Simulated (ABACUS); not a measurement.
The system is TePb.

```
CELL_PARAMETERS angstrom
0.00000 3.23100 3.23100
3.23100 0.00000 3.23100
3.23100 3.23100 0.00000
ATOMIC_POSITIONS crystal
Pb 0.00000 0.00000 0.00000
Te 0.50000 0.50000 0.50000
```

- Program: ABACUS 3.10.1
- Task: relaxation of cell and atoms
- Functional: rPW86PBE
- Potentials or basis: GBRV ultrasoft 1.5 PBE
- Cutoff: 544 eV
- Density cutoff: 4354 eV
- Basis: plane waves
- k mesh: 6 × 6 × 6
- Occupations: fermi-dirac, width 0.05 eV
- Spin: no spin polarisation

At the start: pressure 4.8 GPa; volume 33.73 Å³/atom.

Problem. How do energy, volume and symmetry change on relaxing?

Solution. Over 3 steps the energy falls by 50.7 meV/atom and the volume is 37.48 Å³/atom (+11.1 %); space group Fm-3m (No. 225, to 0.05 Å).

The path:
| step | energy change (eV) | largest force (eV/Å) | pressure (GPa) | volume (Å³) |
| --- | --- | --- | --- | --- |
| 1 | 0.0000 | 0.0000 | 4.75 | 67.46 |
| 2 | -0.0882 | 0.0000 | -1.31 | 78.10 |
| 3 | -0.1013 | 0.0000 | 0.02 | 74.96 |

Final structure:
```
CELL_PARAMETERS angstrom
0.00000 3.34654 3.34654
3.34654 0.00000 3.34654
3.34654 3.34654 0.00000
ATOMIC_POSITIONS crystal
Pb 0.00000 0.00000 0.00000
Te 0.50000 0.50000 0.50000
```

Caveat: the potentials were made for another functional, which shifts forces and pressure; the volume moved by +11 % from the deposited cell, more than functionals usually miss.
